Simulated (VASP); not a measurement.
# AlP (F-43m) in VASP: further runs

Aim: see how the results for AlP move with the level of theory and the settings. Levels: PBE, LDA, r2SCAN, HSE06. Tasks: single point.

All numbers are computed with VASP 6.6.1; they aren't measurements. Logs are shortened: lines on timing, memory, paths and dates and some standing lists are left out, and cuts for length are marked.

**Measured values to compare with.**

A printed reference work, data compilation reports, for a bulk crystal of AlP at 4.2 K: band gap 2.505 eV (indirect).

The results are compared with them further down.

## Step 1: The cell of the first run

Symmetry: F-43m, No. 216, cubic system. Conventional cell: a = 5.479 Å, b = 5.479 Å, c = 5.479 Å, α = 90.00°, β = 90.00°, γ = 90.00°. Within 3.1 Å of Al (site symmetry -43m) lie 4 P at 2.37 Å. P (site symmetry -43m) has 4 Al at 2.37 Å within 3.1 Å.

## Step 2: Single point, PBE

The input, INCAR:

```
SYSTEM = AlP
PREC = Accurate
ENCUT = 500
EDIFF = 1E-6
ISMEAR = 0
SIGMA = 0.01
LREAL = .False.
LASPH = .True.
NELM = 120
ALGO = Normal
ISIF = 2
LWAVE = .False.
LCHARG = .False.
GGA = PE
NBANDS = 11
GGA_COMPAT = .False.
```

The input, KPOINTS:

```
Automatic mesh
0
Gamma
  4 4 4
  0 0 0
```

The input, POSCAR:

```
AlP
1.0
    0.0000000000      2.7392607952      2.7392607952
    2.7392607952      0.0000000000      2.7392607952
    2.7392607952      2.7392607952      0.0000000000
Al P
1 1
Direct
    0.0000000000      0.0000000000      0.0000000000
    0.2500000000      0.2500000000      0.2500000000
```

Potentials or basis: VASP PAW PBE potentials, release 64 (Al, P).

Run with:

```bash
$ cat potpaw_PBE.64/Al/POTCAR potpaw_PBE.64/P/POTCAR > POTCAR
$ mpirun -np 1 vasp_std > vasp.out
```

OUTCAR:

```text
SYSTEM = AlP
   PREC = Accurate
   ENCUT = 500
   EDIFF = 1E-6
   ISMEAR = 0
   LREAL = .False.
   LASPH = .True.
   NELM = 120
   ISIF = 2
   GGA = PE

 ion  position               nearest neighbor table
   1  0.000  0.000  0.000-   2 2.37   2 2.37   2 2.37   2 2.37
   2  0.250  0.250  0.250-   1 2.37   1 2.37   1 2.37   1 2.37

  LATTYP: Found a face centered cubic cell.
 ALAT       =     5.4785215904

  Lattice vectors:

 A1 = (   0.0000000000,   2.7392607952,   2.7392607952)
 A2 = (   2.7392607952,   0.0000000000,   2.7392607952)
 A3 = (   2.7392607952,   2.7392607952,   0.0000000000)

Analysis of symmetry for initial positions (statically):
=====================================================================
 Subroutine PRICEL returns:
 Original cell was already a primitive cell.

 Routine SETGRP: Setting up the symmetry group for a
 face centered cubic supercell.

 Subroutine GETGRP returns: Found 24 space group operations
 (whereof 24 operations were pure point group operations)
 out of a pool of 48 trial point group operations.

The static configuration has the point symmetry T_d .

Analysis of symmetry for dynamics (positions and initial velocities):
=====================================================================
 Subroutine PRICEL returns:
 Original cell was already a primitive cell.

 Routine SETGRP: Setting up the symmetry group for a
 face centered cubic supercell.

 Subroutine GETGRP returns: Found 24 space group operations
 (whereof 24 operations were pure point group operations)
 out of a pool of 48 trial point group operations.

The dynamic configuration has the point symmetry T_d .

 Subroutine INISYM returns: Found 24 space group operations
 (whereof 24 operations are pure point group operations),
 and found     1 'primitive' translations

----------------------------------------------------------------------------------------

                                     Primitive cell

  volume of cell :      41.1084

  direct lattice vectors                    reciprocal lattice vectors
     0.000000000  2.739260795  2.739260795    -0.182530996  0.182530996  0.182530996
     2.739260795  0.000000000  2.739260795     0.182530996 -0.182530996  0.182530996
     2.739260795  2.739260795  0.000000000     0.182530996  0.182530996 -0.182530996

  length of vectors
     3.873899767  3.873899767  3.873899767     0.316152958  0.316152958  0.316152958

  position of ions in fractional coordinates (direct lattice)
     0.000000000  0.000000000  0.000000000
     0.250000000  0.250000000  0.250000000

  ion indices of the primitive-cell ions
   primitive index   ion index
                 1           1
                 2           2

----------------------------------------------------------------------------------------

 KPOINTS: Automatic mesh

Automatic generation of k-mesh.
 Grid dimensions read from file:
 generate k-points for:    4    4    4

 Generating k-lattice:

  Cartesian coordinates                     Fractional coordinates (reciprocal lattice)
    -0.045632749  0.045632749  0.045632749     0.250000000  0.000000000  0.000000000
     0.045632749 -0.045632749  0.045632749     0.000000000  0.250000000  0.000000000
     0.045632749  0.045632749 -0.045632749     0.000000000  0.000000000  0.250000000

  Length of vectors
     0.079038240  0.079038240  0.079038240

  Shift w.r.t. Gamma in fractional coordinates (k-lattice)
     0.000000000  0.000000000  0.000000000

 Subroutine IBZKPT returns following result:
 ===========================================

 Found      8 irreducible k-points:

 Following reciprocal coordinates:
            Coordinates               Weight
  0.000000  0.000000  0.000000      1.000000
  0.250000  0.000000  0.000000      8.000000
  0.500000  0.000000  0.000000      4.000000
  0.250000  0.250000  0.000000      6.000000
  0.500000  0.250000  0.000000     24.000000
 -0.250000  0.250000  0.000000     12.000000
  0.500000  0.500000  0.000000      3.000000
 -0.250000  0.500000  0.250000      6.000000
   k-points           NKPTS =      8   k-points in BZ     NKDIM =      8   number of bands    NBANDS=     11
   number of dos      NEDOS =    301   number of ions     NIONS =      2
   total plane-waves  NPLWV =  21952
   dimension x,y,z NGX =    28 NGY =   28 NGZ =   28
   dimension x,y,z NGXF=    56 NGYF=   56 NGZF=   56
   ions per type =               1   1
   NGX,Y,Z   is equivalent  to a cutoff of  12.02, 12.02, 12.02 a.u.
   NGXF,Y,Z  is equivalent  to a cutoff of  24.03, 24.03, 24.03 a.u.
 SYSTEM =  AlP
   PREC   = accura    normal or accurate (medium, high low for compatibility)
   ISTART =      0    job   : 0-new  1-cont  2-samecut
   ICHARG =      2    charge: 1-file 2-atom 10-const
   ISPIN  =      1    spin polarized calculation?
   LNONCOLLINEAR =      F non collinear calculations
   LSORBIT =      F    spin-orbit coupling
   LASPH  =      T    aspherical Exc in radial PAW
   ENCUT  =  500.0 eV  36.75 Ry    6.06 a.u.   7.06  7.06  7.06*2*pi/ulx,y,z
   NELM   =    120;   NELMIN=  2; NELMDL= -5     # of ELM steps
   EDIFF  = 0.1E-05   stopping-criterion for ELM
   LREAL  =      F    real-space projection
   EDIFFG = 0.1E-04   stopping-criterion for IOM
   NSW    =      0    number of steps for IOM
   IBRION =     -1    ionic relax: 0-MD 1-quasi-New 2-CG
   NFREE  =      0    steps in history (QN), initial steepest desc. (CG)
   ISIF   =      2    stress and relaxation
   ISYM   =      2    0-nonsym 1-usesym 2-fastsym
   POTIM  = 0.5000    time-step for ionic-motion
   TEBEG  =    0.0;   TEEND  =   0.0 temperature during run
   PSTRESS=    0.0 pullay stress
   NELECT =       8.0000    total number of electrons
   NUPDOWN=      -1.0000    fix difference up-down
   EMIN   =  10.00;   EMAX   =-10.00  energy-range for DOS
   EFERMI =   0.00;   METHOD = LEGACY
   ISMEAR =     0;   SIGMA  =   0.01  broadening in eV -4-tet -1-fermi 0-gaus
   EFERMI_NEDOS =   21; number of points for ismear=-14 and -15
   IALGO  =     38    algorithm
   IMIX   =      4    mixing-type and parameters
     AMIX     =   0.40;   BMIX     =  1.00
     AMIX_MAG =   1.60;   BMIX_MAG =  1.00
  volume/ion in A,a.u.               =      20.55       138.71
  Fermi-wavevector in a.u.,A,eV,Ry     =   0.948698  1.792780 12.245630  0.900028
  Thomas-Fermi vector in A             =   2.076911
   LORBIT       =      0    0 simple, 1 ext, 2 COOP (PROOUT), +10 PAW based schemes
   GGA     = PE    functional components
   LHFCALC =     F    Hartree Fock is set to
   AEXX    =    0.0000 exact exchange contribution
   IVDW    =     0    specifies the selected vdW correction
   LEPSILON=     F    determine dielectric tensor
   LRPA    =     F    only Hartree local field effects (RPA)
 non-spin polarized calculation
 Gauss-broadening in eV      SIGMA  =   0.01
  energy-cutoff  :      500.00
  volume of cell :       41.11
 maximum number of plane-waves:      1056
   NGX = 15   NGY = 15   NGZ = 15

 number of electron       8.0000001 magnetization

 Free energy of the ion-electron system (eV)
  ---------------------------------------------------
  ext. energy  EPLUGINS =         0.00000000
  ---------------------------------------------------
  free energy    TOTEN  =       -10.27970039 eV

  energy without entropy =      -10.27970039  energy(sigma->0) =      -10.27970039

 E-fermi :   4.6194     XC(G=0):  -9.1524

 val. band max:        4.5260544271   @ k =   0.0000   0.0000   0.0000
 cond. band min:       6.1013387681   @ k =   0.5000   0.5000   0.0000
 fundamental gap:      1.5752843410
 Fermi energy:         4.6194251988

 k-point     1 :       0.0000    0.0000    0.0000
  band No.  band energies     occupation
      1      -6.9262      2.00000
      2       4.5261      2.00000
      3       4.5261      2.00000
      4       4.5261      2.00000
      5       7.7390      0.00000
      6       9.0483      0.00000
      7       9.0483      0.00000
      8       9.0483      0.00000
      9      13.3273      0.00000
     10      13.3273      0.00000
     11      14.7268      0.00000

 k-point     2 :       0.2500    0.0000    0.0000
  band No.  band energies     occupation
      1      -6.2749      2.00000
      2       1.3615      2.00000
      3       4.0848      2.00000
      4       4.0848      2.00000
      5       7.7964      0.00000
      6       9.6379      0.00000
      7       9.6379      0.00000
      8      11.3919      0.00000
      9      12.8184      0.00000
     10      12.8184      0.00000
     11      14.8415      0.00000

 k-point     3 :       0.5000    0.0000    0.0000
  band No.  band energies     occupation
      1      -5.2652      2.00000
      2      -0.9734      2.00000
      3       3.7650      2.00000
      4       3.7650      2.00000
      5       7.2866      0.00000
      6       9.3179      0.00000
      7       9.3179      0.00000
      8      12.7579      0.00000
      9      16.0096      0.00000
     10      16.0096      0.00000
     11      16.2806      0.00000

 k-point     4 :       0.2500    0.2500    0.0000
  band No.  band energies     occupation
      1      -6.0506      2.00000
      2       1.6358      2.00000
      3       3.2449      2.00000
      4       3.2449      2.00000
      5       7.3652      0.00000
      6       8.5824      0.00000
      7      11.5557      0.00000
      8      11.5557      0.00000
      9      12.4462      0.00000
     10      14.4982      0.00000
     11      18.1412      0.00000

 k-point     5 :       0.5000    0.2500    0.0000
  band No.  band energies     occupation
      1      -5.0036      2.00000
      2      -0.3576      2.00000
      3       1.8807      2.00000
      4       2.9863      2.00000
      5       7.3021      0.00000
      6       9.8022      0.00000
      7      11.3637      0.00000
      8      11.6062      0.00000
      9      15.2778      0.00000
     10      16.0764      0.00000
     11      17.7673      0.00000

 k-point     6 :      -0.2500    0.2500    0.0000
  band No.  band energies     occupation
      1      -5.3836      2.00000
      2       0.1955      2.00000
      3       1.7176      2.00000
      4       3.6878      2.00000
      5       8.2647      0.00000
      6      10.5886      0.00000
      7      10.6864      0.00000
      8      11.0707      0.00000
      9      12.1324      0.00000
     10      15.5239      0.00000
     11      17.7217      0.00000

 k-point     7 :       0.5000    0.5000    0.0000
  band No.  band energies     occupation
      1      -4.6084      2.00000
      2      -0.7647      2.00000
      3       2.4353      2.00000
      4       2.4353      2.00000
      5       6.1013      0.00000
      6       6.9759      0.00000
      7      15.4955      0.00000
      8      15.4955      0.00000
      9      16.4825      0.00000
     10      16.5631      0.00000
     11      16.5631      0.00000

 k-point     8 :      -0.2500    0.5000    0.2500
  band No.  band energies     occupation
      1      -4.5600      2.00000
      2      -0.3846      2.00000
      3       1.3822      2.00000
      4       1.7329      2.00000
      5       8.8360      0.00000
      6      10.4039      0.00000
      7      10.6510      0.00000
      8      10.8514      0.00000
      9      15.7178      0.00000
     10      16.4155      0.00000
     11      17.7522      0.00000

------------------------ aborting loop because EDIFF is reached ----------------------------------------

  FORCE on cell =-STRESS in cart. coord.  units (eV):
  Direction    XX          YY          ZZ          XY          YZ          ZX
  --------------------------------------------------------------------------------------
  -------------------------------------------------------------------------------------
  Total        0.4266666      0.4266666      0.4266666      0.0000000      0.0000000     -0.0000000
  in kB       16.6291144     16.6291144     16.6291144      0.0000000      0.0000000     -0.0000000
  external PRESSURE =      16.6291144 kB  Pullay stress =       0.0000000 kB

 VOLUME and BASIS-vectors are now :
 -----------------------------------------------------------------------------
  energy-cutoff  :      500.00
  volume of cell :       41.11
      direct lattice vectors                 reciprocal lattice vectors
     0.000000000  2.739260795  2.739260795    -0.182530996  0.182530996  0.182530996
     2.739260795  0.000000000  2.739260795     0.182530996 -0.182530996  0.182530996
     2.739260795  2.739260795  0.000000000     0.182530996  0.182530996 -0.182530996

 POSITION                                       TOTAL-FORCE (eV/Angst)
 -----------------------------------------------------------------------------------
      0.00000      0.00000      0.00000        -0.000000      0.000000      0.000000
      1.36963      1.36963      1.36963         0.000000     -0.000000     -0.000000
 -----------------------------------------------------------------------------------
    total drift:                               -0.000000     -0.000000     -0.000000

  FREE ENERGIE OF THE ION-ELECTRON SYSTEM (eV)
  ---------------------------------------------------
  free  energy   TOTEN  =       -10.2797003891 eV

  energy  without entropy=      -10.2797003891  energy(sigma->0) =      -10.27970039
```

It took 4.8 s on 1 thread of AMD EPYC 7R43 (Zen 3), shared host; peak memory 0.11 GiB.

Results:

```
Free energy            : -10.2797 eV
Pressure               : 1.7 GPa
Band gap on the k mesh : 1.58 eV, indirect (least direct gap 3.21 eV)
```

Caveat: the k points lie up to 0.50 Å⁻¹ apart. A k mesh can miss the band edges.

## Step 3: Single point, PBE

The input, INCAR:

```
  PREC = Accurate
  ENCUT = 500
  EDIFF = 1E-6
  ISMEAR = 0
  SIGMA = 0.01
  LREAL = F
  LASPH = T
  NELM = 120
  ALGO = Normal
  ISIF = 2
  LWAVE = F
  LCHARG = F
  GGA = PE
  NBANDS = 11
  GGA_COMPAT = F
```

The input, KPOINTS:

```
regular mesh
0
Gamma
  4 4 4
```

POSCAR is that of step 2.

Potentials or basis: VASP PAW PBE potentials, release 64 (Al, P).

Run with:

```bash
$ cat potpaw_PBE.64/Al/POTCAR potpaw_PBE.64/P/POTCAR > POTCAR
$ mpirun -np 1 vasp_std > vasp.out
```

Run time: 4.5 s. Hardware: 1 thread of AMD EPYC 7R43 (Zen 3), shared host; peak memory 0.11 GiB.

The run converged. Its results:

* Free energy: -10.2797 eV
* Pressure: 1.7 GPa
* Band gap on the k mesh: 1.58 eV, indirect (least direct gap 3.21 eV)

Levels at points of the mesh, in eV from the valence-band top:
```
           k point  band 1  band 2  band 3  band 4  band 5  band 6  band 7  band 8  band 9
(0.00, 0.00, 0.00)  -11.45    0.00    0.00    0.00    3.21    4.52    4.52    4.52    8.80
(0.50, 0.00, 0.00)   -9.79   -5.50   -0.76   -0.76    2.76    4.79    4.79    8.23   11.48
(0.50, 0.50, 0.00)   -9.13   -5.29   -2.09   -2.09    1.58    2.45   10.97   10.97   11.96
```

Caveat: the k points lie up to 0.50 Å⁻¹ apart. A k mesh can miss the band edges.

## Step 4: Single point, LDA

The input, INCAR:

```
PREC     = Accurate       # precision mode
ENCUT    = 500            # plane-wave cutoff, eV
EDIFF    = 1E-6           # SCF threshold, eV
ISMEAR   = 0              # smearing method
SIGMA    = 0.01           # smearing width, eV
LREAL    = F              # projectors in reciprocal space
LASPH    = T              # aspherical terms in the spheres
NELM     = 120            # most SCF steps
ALGO     = Normal         # electronic algorithm
ISIF     = 2              # what is computed and relaxed
LWAVE    = F              # write WAVECAR
LCHARG   = F              # write CHGCAR
GGA      = CA             # functional
NBANDS   = 11             # bands
GGA_COMPAT= F
```

KPOINTS is that of step 3.

POSCAR is that of step 3.

Potentials or basis: VASP PAW LDA potentials, release 64 (Al, P).

Run with:

```bash
$ cat potpaw_LDA.64/Al/POTCAR potpaw_LDA.64/P/POTCAR > POTCAR
$ mpirun -np 1 vasp_std > vasp.out
```

Wall time 3.8 s (1 thread of AMD EPYC 7R43 (Zen 3), shared host); peak memory 0.1 GiB.

It converged, with:

| Property | Result |
| --- | --- |
| Free energy | -11.3042 eV |
| Pressure | -1.7 GPa |
| Band gap on the k mesh | 1.43 eV, indirect (least direct gap 3.02 eV) |

Levels at points of the mesh, in eV from the valence-band top:
| k point | band 1 | band 2 | band 3 | band 4 | band 5 | band 6 | band 7 | band 8 | band 9 |
| --- | --- | --- | --- | --- | --- | --- | --- | --- | --- |
| (0.00, 0.00, 0.00) | -11.46 | 0.00 | 0.00 | 0.00 | 3.02 | 4.43 | 4.43 | 4.43 | 8.78 |
| (0.50, 0.00, 0.00) | -9.77 | -5.56 | -0.77 | -0.77 | 2.60 | 4.70 | 4.70 | 8.01 | 11.45 |
| (0.50, 0.50, 0.00) | -9.11 | -5.34 | -2.11 | -2.11 | 1.43 | 2.30 | 10.78 | 10.78 | 11.71 |

Caveat: the k points lie up to 0.50 Å⁻¹ apart. A k mesh can miss the band edges.

(Part 1 of 2 ends here.)
